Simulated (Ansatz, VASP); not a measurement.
# Two plane-wave programs on SnO2

```
Sn O
1.0
     4.74199    0.00000    0.00000
     0.00000    4.74291    0.00000
     0.00000    0.00000    3.19547
Sn O
2 4
Cartesian
  2.3710 2.3715 1.5977
  0.0000 0.0000 0.0000
  1.4513 1.4532 0.0000
  3.8223 0.9183 1.5977
  0.9197 3.8246 1.5977
  3.2907 3.2897 0.0000
```

Alike in both runs: task single point; functional LDA; k mesh 6 × 6 × 8; occupations gaussian, width 0.02 eV; no spin polarisation.

|  | VASP | Ansatz |
| --- | --- | --- |
| version | VASP 6.6.1 | Ansatz 0.2.0 |
| potentials or method | VASP PAW LDA potentials, release 64 (Sn_d, O) | scalar-relativistic, plane waves, PAW |
| plane-wave cutoff (eV) | 520 | 420 |
| valence electrons in the cell | 52 | 52 |

VASP gave:

* gap on the k mesh at the Fermi level (eV): 1.09
* least direct gap on the mesh (eV): 1.09
* pressure (GPa): -1.0
* largest component of the traceless stress (GPa): 0.34
* rms of the force components (eV/Å): 0.009

What did Ansatz give for the same quantities?

gap on the k mesh at the Fermi level (eV): 1.05; least direct gap on the mesh (eV): 1.05; pressure (GPa): -2.0; largest component of the traceless stress (GPa): 0.04; rms of the force components (eV/Å): 0.001.

Atom by atom the forces differ by 0.010 eV/Å (rms over components).

Caveats: spin-orbit coupling is left out, which moves the levels of the heavy elements. As with any semilocal functional, this LDA gap is likely too small.
